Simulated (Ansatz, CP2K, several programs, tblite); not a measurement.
Energy against volume for an 8-atom cell of ZnGeP2 started from a crystallographic database, at fixed shape and fractional coordinates, computed by several methods (PBE and r2SCAN, where shown, with plane waves in Ansatz); the cell shown is that of r2SCAN. With free coordinates or axes held, a curve is too stiff, and on another method's shape its minimum isn't the method's own volume. The symmetry is I-42d (No. 122, tetragonal); conventional cell a = 5.447 Å, c = 10.731 Å, 19.90 Å³ an atom. Around Zn lie 4 P at 2.36 Å; around Ge lie 4 P at 2.33 Å; around P lie 2 Ge at 2.33 Å and 2 Zn at 2.36 Å. The values are computed, spin-unpolarised, and not measurements. Energies count from each curve's lowest point; fits are third-order Birch-Murnaghan.

```cif
data_structure
_symmetry_space_group_name_H-M 'I-42d'
_symmetry_Int_Tables_number 122
_cell_length_a 5.4467
_cell_length_b 5.4467
_cell_length_c 10.7312
_cell_angle_alpha 90.000
_cell_angle_beta 90.000
_cell_angle_gamma 90.000
_cell_volume 318.35
loop_
_atom_site_label
_atom_site_type_symbol
_atom_site_symmetry_multiplicity
_atom_site_Wyckoff_symbol
_atom_site_fract_x
_atom_site_fract_y
_atom_site_fract_z
_atom_site_occupancy
Zn1 Zn 4 a 0.00000 0.00000 0.00000 1
Ge1 Ge 4 b 0.50000 0.50000 0.00000 1
P1 P 8 d 0.25421 0.25000 0.12500 1
```

Question: PBE, on the shape of its own relaxed cell, gives
```
V (Å³/atom)  E (meV/atom)
     19.270         19.48
     19.885          4.61
     20.500          0.00
     21.115          4.06
     21.730         15.47
```
What equilibrium volume and bulk modulus follow?

Answer: V₀ = 20.50 Å³ an atom and B₀ = 75 GPa.

Question: GFN2-xTB (tblite), on the shape of the cell shown, as a cluster of 64 atoms at the zone centre, gives
```csv
V (Å³/atom),E (meV/atom)
17.509,154.68
18.703,60.09
19.897,13.37
21.091,0.00
22.285,10.24
```
What equilibrium volume and bulk modulus follow?

Answer: V₀ = 21.10 Å³ an atom and B₀ = 55 GPa.

Question: PBE/SZV (CP2K), on the shape of the cell shown, gives
```csv
V (Å³/atom),E (meV/atom)
17.509,262.51
18.703,114.83
19.897,32.89
21.091,0.00
22.285,2.55
```
What equilibrium volume and bulk modulus follow?

Answer: V₀ = 21.57 Å³ an atom and B₀ = 77 GPa.

Question: PBE/DZVP (CP2K), on the shape of the cell shown, gives

| V (Å³/atom) | E (meV/atom) |
| --- | --- |
| 17.509 | 152.93 |
| 18.703 | 51.84 |
| 19.897 | 5.70 |
| 21.091 | 0.00 |
| 22.285 | 22.84 |

What equilibrium volume and bulk modulus follow?

Answer: V₀ = 20.70 Å³ an atom and B₀ = 74 GPa.

Question: GFN1-xTB (tblite), on the shape of the cell shown, as a cluster of 64 atoms at the zone centre, gives
```csv
V (Å³/atom),E (meV/atom)
17.509,267.93
18.703,117.76
19.897,34.83
21.091,0.00
22.285,0.18
```
What equilibrium volume and bulk modulus follow?

Answer: V₀ = 21.67 Å³ an atom and B₀ = 72 GPa.
